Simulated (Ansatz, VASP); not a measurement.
**Ir in VASP and in Ansatz**

File INCAR:

```
ALGO = Fast
EDIFF = 1E-6
EDIFFG = -0.04
ENCUT = 600
GGA = PS
IBRION = 2
ISIF = 3
ISMEAR = 0
LASPH = True
LCHARG = False
LREAL = False
LWAVE = False
NELM = 80
NSW = 90
PREC = Accurate
SIGMA = 0.1
```

File KPOINTS:

```
k-points
0
Gamma
  6 6 4
```

The input POSCAR:

```
Ir
1.0
    3.4412818680      0.0000000000      0.0000000000
   -1.7206409340      2.9802375193      0.0000000000
    0.0000000000      0.0000000000      5.6781150822
Ir
4
Direct
    0.3333333333      0.6666666667      0.4375000000
    0.6666666667      0.3333333333      0.9375000000
    0.6666666667      0.3333333333      0.5625000000
    0.3333333333      0.6666666667      0.0625000000
```

Input for Ansatz:

```yaml
crystal:
  lattice:
    - [3.441281868, 0.0, 0.0]
    - [-1.720640934, 2.9802375193, 0.0]
    - [0.0, 0.0, 5.6781150822]
  atoms:
    - { symbol: Ir, position: [0.3333333333, 0.6666666667, 0.4375] }
    - { symbol: Ir, position: [0.6666666667, 0.3333333333, 0.9375] }
    - { symbol: Ir, position: [0.6666666667, 0.3333333333, 0.5625] }
    - { symbol: Ir, position: [0.3333333333, 0.6666666667, 0.0625] }
basis:
  ecutwfc: 420
kpoints:
  mp_grid: { grid: [6, 6, 4] }
hamiltonian:
  xc: pbesol
scf:
  occupations: { method: gaussian, width: 0.1 }
  lower_state_search: "off"
output:
  forces: true
  stress: true
  eigenvalues: true
relax:
  adjacent_minimum: "off"
  f_tol: 0.04
  max_steps: 70
  cell: { stress_tol: 0.4 }
```

Alike in both runs: task relaxation of cell and atoms; functional PBEsol; k mesh 6 × 6 × 4; occupations gaussian, width 0.1 eV; no spin polarisation.

|  | VASP | Ansatz |
| --- | --- | --- |
| version | VASP 6.6.1 | Ansatz 0.2.0 |
| potentials or method | VASP PAW PBE potentials, release 64 (Ir) | scalar-relativistic, plane waves, PAW |
| plane-wave cutoff (eV) | 600 | 420 |
| valence electrons in the cell | 36 | 68 |

Ansatz gave:

| Quantity | Value |
| --- | --- |
| gap on the k mesh at the Fermi level, each at its own relaxed structure (eV) | none |
| relaxed volume (Å³/atom) | 20.93 |
| relaxed cell length with the largest relative difference (Å) | 6.232 |
| energy change over the relaxation (meV/atom) | -2519 |

Question: Which values does VASP return?

Answer: gap on the k mesh at the Fermi level, each at its own relaxed structure (eV): none; relaxed volume (Å³/atom): 20.91; relaxed cell length with the largest relative difference (Å): 6.223; energy change over the relaxation (meV/atom): -2389.

A gap of «none» marks a metal or a gap that the smearing closes. The two sets of potentials don't hold the same shells in valence.

Caveats: the volume moved by over 15 % at a fixed basis, so the end points are rough; the PAW data sets were made with another functional, which shifts forces and pressure a little (VASP). The runs have no spin-orbit coupling, so splittings on Ir are missing.
